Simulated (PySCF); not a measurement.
## Assigning NMR signals

Geometry (Å), atoms numbered from 1 in this order:
```xyz
10

C    -1.056    0.509   -0.093
C     0.021   -0.562   -0.186
C     1.357   -0.084    0.305
O     1.600    1.009    0.727
H    -2.008    0.128   -0.453
H    -0.776    1.375   -0.688
H    -1.173    0.833    0.938
H    -0.251   -1.443    0.402
H     0.151   -0.899   -1.219
H     2.145   -0.863    0.245
```

No solvent model, relativity neglected, single conformer, fast rotation and ring inversion assumed for equivalent nuclei. Shielding tensors at PBE0/pcSseg-1 (GIAO); GFN2-xTB structure; J couplings at B3LYP/pcJ-1 (without the spin–dipole term); PySCF.

δ = σ(ref) − σ, references computed at the same level: 13C (σ = 186.93 ppm), 1H (σ = 31.72 ppm) vs TMS.

**Question.** Assign these signals to the numbered atoms. 13C{1H} NMR (computed): δ 205.9, 43.0, 7.7.

**Answer.** 
205.9 → C3, aldehyde carbonyl carbon: the double bond to the heteroatom, with no lone-pair donor beside it, deshields it most
43.0 → C2, sp3 CH2 α to a carbonyl: the adjacent C=O deshields it moderately
7.7 → C1, methyl carbon: aliphatic region, no heteroatom directly attached

**Question.** Assign these signals to the numbered atoms. 1H NMR (600 MHz, computed): δ 10.19 (s, 1H), 2.43 (q, J = 7.3 Hz, 2H), 1.08 (t, J = 7.3 Hz, 3H).

**Answer.** 
| δ (ppm) | atoms | environment | reason |
| --- | --- | --- | --- |
| 10.19 | H10 | hydrogen on an aldehyde carbonyl carbon | deshielded by the polar, anisotropic C=O bond |
| 2.43 | H8/H9 | hydrogen on an sp3 CH2 α to a carbonyl | α to C=O |
| 1.08 | H5/H6/H7 | hydrogen on a methyl carbon | – |

Multiplet labels drop couplings under 1 Hz and merge nearly equal ones. Unscaled 3J(H,H) at this level run about 10 % above measured values. Shifts are as computed. Against solution values, carbons near 30 ppm lie about +3 ppm off and those near 130 ppm about +5 ppm. Of 1211 compounds with measured shifts, 218 miss one by over three times the rms of a fit or turn the order of signals round; such compounds aren't used in these exercises. Couplings across =CH–CH2 type bonds come from one rotamer and its mirror image, and can be 1–2 Hz further off.
